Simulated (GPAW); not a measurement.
FeO (Wuestite):

```xyz
2
Lattice="0.0000 2.1554 2.1554 2.1554 0.0000 2.1554 2.1554 2.1554 0.0000" Properties=species:S:1:pos:R:3 pbc="T T T"
Fe    0.0000    0.0000    0.0000
O     2.1554    2.1554    2.1554
```

Base run:

- Program: GPAW 26.7.0
- Functional: PBE
- Potentials or basis: GPAW PAW data sets (gpaw-data 1.2.1)
- Cutoff: 800 eV
- Basis: pw
- k mesh: 11 × 11 × 11
- Occupations: fermi-dirac, width 0.05 eV
- Spin: collinear spin, ferromagnetic start
- Starting moments: [0.75, 0.0] μB
- Fixed moment: 0.75 μB

Its results: pressure -20.9 GPa; net moment 0.75 μB per cell; site moments Fe +0.71; O +0.02 μB.

Q: The run is repeated on the same cell with these changes: fixed moment from 0.75 μB to none; moments at the start from [0.75, 0.0] to [4.5, 0.0]. What comes out?

A: Pressure 0.8 GPa; net moment 4.00 μB per cell; site moments Fe +3.55; O +0.24 μB.

Caveats: a cell with one magnetic atom can't hold antiferromagnetic order, which such compounds often take; the total moment is fixed, so each spin has its own Fermi level (some runs).
